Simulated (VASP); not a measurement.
TePb, 2 atoms in the cell. It takes space group Fm-3m (No. 225, cubic). The conventional cell has a = 6.462 Å, b = 6.462 Å, c = 6.462 Å, α = 90.00°, β = 90.00°, γ = 90.00°. Pb (site symmetry m-3m) is surrounded by 6 Te at 3.23 Å. Te (site symmetry m-3m) has 6 Pb at 3.23 Å as nearest neighbours. 

| Property | Result |
| --- | --- |
| Program | VASP 6.6.1 |
| Task | single point |
| Functional | PBE0 |
| Potentials or basis | VASP PAW PBE potentials, release 64 (Pb_d, Te) |
| Cutoff | 520 eV |
| k mesh | 3 × 3 × 3 |
| Occupations | fermi-dirac, width 0.05 eV |
| Spin | spin-orbit coupling, no magnetisation |
| Grid for exact exchange (PRECFOCK) | Fast |
| Exchange at q = 0 | truncated |
| Further INCAR settings | ALGO = Normal; EDIFF = 1e-07; NBANDS = 32 |

Potentials or basis: VASP PAW PBE potentials, release 64 (Pb_d, Te).

Command:

```sh
$ cat potpaw_PBE.64/Pb_d/POTCAR potpaw_PBE.64/Te/POTCAR > POTCAR
$ cp INCAR.step1 INCAR
$ mpirun -np 1 vasp_ncl > vasp.out
$ cp INCAR.step2 INCAR
$ mpirun -np 1 vasp_ncl > vasp.out
```

Hardware: 1 thread of Intel(R) Xeon(R) Platinum 8559C (Emerald Rapids), on a shared host.

Question: Estimate the wall time of this run.

Answer: Run time: 12 min on 1 thread of Intel(R) Xeon(R) Platinum 8559C (Emerald Rapids) (shared host), peak memory 0.37 GiB. Counts: scf iterations 18, k points 4.
